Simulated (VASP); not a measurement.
Crystal: GaN.

```
CELL_PARAMETERS angstrom
0.00000 2.25350 2.25350
2.25350 0.00000 2.25350
2.25350 2.25350 0.00000
ATOMIC_POSITIONS crystal
Ga 0.00000 0.00000 0.00000
N 0.25000 0.25000 0.25000
```

The cell is a database's computed one.

```yaml
Program: VASP 6.6.1
Task: single point
Functional: PBE
Potentials_or_basis: VASP PAW PBE potentials, release 64 (Ga_d, N)
Cutoff: 520 eV
k_mesh: 10 × 10 × 10
Occupations: fermi-dirac, width 0.05 eV
Spin: no spin polarisation
```

On this cell: pressure 5.1 GPa; largest force zero by symmetry; band gap on the k mesh 1.72 eV, direct.

The same run follows on a disturbed copy (atoms moved at random, drawn with an rms of 0.05 Å):

```
Ga N
1.0
     0.00000    2.25350    2.25350
     2.25350    0.00000    2.25350
     2.25350    2.25350    0.00000
Ga N
1 1
Direct
  0.00643 0.99831 0.99469
  0.24250 0.24820 0.25662
```

Task: What changes?

Result: The energy moves by +5.2 meV/atom; pressure 5.2 GPa; largest force 0.498 eV/Å; band gap on the k mesh 1.64 eV, direct.

Forces on the atoms (eV/Å):
```
Ga   0.320 -0.010 -0.382
N   -0.320  0.010  0.382
```

Stress tensor (GPa, compression positive):
```
 5.22  1.85  0.05
 1.85  5.31 -1.55
 0.05 -1.55  5.18
```

